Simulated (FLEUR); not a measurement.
## ZnO (zincite) under changes of volume

One of the cells (11.900 Å³/atom); the others are scaled copies at fixed shape and fractional positions:

```xyz
4
Lattice="3.2493 0.0000 0.0000 -1.6247 2.8140 0.0000 0.0000 0.0000 5.2057" Properties=species:S:1:pos:R:3 pbc="T T T"
Zn    1.6247    0.9380    0.0000
Zn    0.0000    1.8760    2.6029
O     0.0000    1.8760    4.5759
O     1.6247    0.9380    1.9730
```

* Program: FLEUR MaX-R8.1 (later development tree)
* Functional: PBEsol
* Potentials or basis: all-electron
* Basis: FLAPW
* Kmax: 5.16 1/bohr
* k mesh: 9 × 9 × 5
* Occupations: fermi-dirac, width 0.05 eV
* Spin: no spin polarisation

```csv
volume (Å³/atom),energy over the lowest point (meV/atom),gap on the mesh (eV)
11.186,14.04,0.80
11.424,4.44,0.77
11.900,0.00,0.71
12.376,12.21,0.66
12.614,?,?
```

Problem. What does the run at 12.614 Å³/atom give?

Solution. Energy over the lowest point 23.48 meV/atom; gap on the mesh 0.63 eV.

Worked out: A Birch-Murnaghan fit of order 2 (a polynomial in V^(-2/3)) to the other rows has its minimum at 11.78 Å³/atom with B0 = V·E''(V) = 146 GPa at fixed shape and positions, which overstates the stiffness. It gives 23.59 meV/atom at 12.614 Å³/atom, against the run's 23.48. A straight line through the other rows of the gap, of slope -1.39 eV per unit of ln V (its deformation potential), extrapolates to 0.63 eV, against the run's 0.63.

Energies are extrapolated to zero smearing.
